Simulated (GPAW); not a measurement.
Runs of GPAW 26.7.0 on Pd. It takes space group Fm-3m (No. 225, cubic). The conventional cell has a = 3.893 Å, b = 3.893 Å, c = 3.893 Å, α = 90.00°, β = 90.00°, γ = 90.00°. Around Pd (site symmetry m-3m) lie 12 Pd at 2.75 Å. 

```csv
task,level,potentials or basis,spin,k mesh,cutoff (eV),eigensolver,band path,band points,spin axis theta (degrees),spin axis phi (degrees),pressure (GPa),V0 of scaled cells (Å³/atom),B0 (GPa)
equation of state,PBEint,"PAW data sets generated in the run's folder for this functional, pw",off,9 × 9 × 9,600,-,-,-,-,-,-,14.72,197
equation of state,PBEsol+D3,"PAW data sets generated in the run's folder for this functional, pw",off,9 × 9 × 9,600,-,-,-,-,-,-,14.13,226
equation of state,PBEsol,"PAW data sets generated in the run's folder for this functional, pw",off,9 × 9 × 9,600,-,-,-,-,-,-,14.56,206
band structure,OLYP,"PAW data sets generated in the run's folder for this functional, pw","SOC, no magnetisation",9 × 9 × 9,600,davidson,"GXWKGLUWLK,UX",60,90,0,6.3,-,-
equation of state,RPBE+D3,"the program's PAW data sets (release 1.2.1) made for this functional, pw",off,9 × 9 × 9,600,-,-,-,-,-,-,15.02,(a)
band structure,LDA,"the program's PAW data sets (release 1.2.1) made for this functional, other valence, pw",off,9 × 9 × 9,600,-,"GXWKGLUWLK,UX",100,-,-,-8.8,-,-
equation of state,revPBE+D4,"the program's PAW data sets (release 1.2.1) made for this functional, pw",off,9 × 9 × 9,600,-,-,-,-,-,-,14.87,186
equation of state,LDA,"the program's PAW data sets (release 1.2.1) made for this functional, pw",off,9 × 9 × 9,600,-,-,-,-,-,-,14.14,(b)
band structure,BLYP,"PAW data sets generated in the run's folder for this functional, pw","SOC, no magnetisation",9 × 9 × 9,600,davidson,"GXWKGLUWLK,UX",80,0,0,17.6,-,-
```

Alike in all rows: cell as given; smearing fermi-dirac 0.05 eV.

Problem. Fill in the values left out.

Solution. (a) 160; (b) 228.

Caveats: spin-orbit coupling was added after a scalar SCF, so levels and gaps hold it while energy, forces, pressure and moments don't (some runs); so large a pressure means that the cell lies far from this level's equilibrium, or that cutoff or potentials fall short (some runs).

The runs don't all hold the same shells in valence.

Runs at the PBE level aren't shown here.
